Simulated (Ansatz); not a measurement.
Take a crystal in which Al has been replaced by Ga on all its sites, with the cell rescaled by a rough guess (in some cases also distorted within its space group) and nothing relaxed:

```xyz
4
Lattice="3.6489 0.0000 0.0000 -1.8245 3.1601 0.0000 0.0000 0.0000 5.8703" Properties=species:S:1:pos:R:3 pbc="T T T"
Ga    0.0000    0.0000    2.9351
Ga    0.0000    0.0000    0.0000
As    1.8245    1.0534    4.4027
As    0.0000    2.1067    1.4676
```

These are results of Ansatz 0.2.0, DFT PBEsol, scalar-relativistic, plane waves, PAW, not measurements.

Settings: cutoff 420 eV, Γ-centred mesh 15×15×8 on the computed 4-atom cell, Gaussian smearing of 0.10 eV; no spin polarisation.

Q: What pressure does the cell carry?

A: The pressure is 11.6 GPa (positive in compression), so the cell would expand.

Q: Is it a metal on this mesh?

A: Yes, a band crosses the Fermi level.

Q: What is its energy against the elements in their standard states?

A: +0.053 eV/atom at this unrelaxed geometry, with the elements in the same functional.

This form isn't the usual stable structure of the compound.